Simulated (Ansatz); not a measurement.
# W: the cost of one run

Computed with Ansatz 0.2.0 (DFT PBE, scalar-relativistic, plane waves, PAW, unless a step's input says otherwise).

1 further run of the same task is left out (set aside as unsound or not needed).

## Step 1: Starting point

The structure is cubic, space group Fm-3m (No. 225). Conventional cell: a = 4.060 Å, b = 4.060 Å, c = 4.060 Å, α = 90.00°, β = 90.00°, γ = 90.00°. Around W (site symmetry m-3m) lie 12 W at 2.87 Å.

Structure file:

```cif
data_structure
_symmetry_space_group_name_H-M 'P 1'
_symmetry_Int_Tables_number 1
_cell_length_a 2.8709
_cell_length_b 2.8709
_cell_length_c 2.8709
_cell_angle_alpha 60.000
_cell_angle_beta 60.000
_cell_angle_gamma 60.000
_cell_volume 16.73
loop_
_atom_site_label
_atom_site_type_symbol
_atom_site_fract_x
_atom_site_fract_y
_atom_site_fract_z
_atom_site_occupancy
W1 W 0.00000 0.00000 0.00000 1
```

The structure comes from the Crystallography Open Database.

## Step 2: A distortion that keeps the symmetry

The change: strain xx, yy, zz, yz, xz, xy = +3.2, +3.2, +3.2, +0.0, +0.0, +0.0 %.

input.yaml

```yaml
crystal:
  lattice:
    - [0.0, 2.0948382, 2.0948382]
    - [2.0948382, 0.0, 2.0948382]
    - [2.0948382, 2.0948382, 0.0]
  atoms:
    - { symbol: W, position: [0.0, 0.0, 0.0] }
basis:
  ecutwfc: 420
kpoints:
  mp_grid: { grid: [18, 18, 18] }
hamiltonian:
  xc: pbe
scf:
  occupations: { method: gaussian, width: 0.1 }
output:
  forces: true
  stress: true
  eigenvalues: true
```

The run is started by

```sh
ansatz run input.yaml --threads 1 --pin off --max-ram 1331MiB --backend cpu --events-out ev --progress --plain --runs-dir out
```

Q: Estimate wall time and peak memory on 1 thread of an Arm CPU, shared host.

About 2.6 s, with a peak of 0.3 GiB.
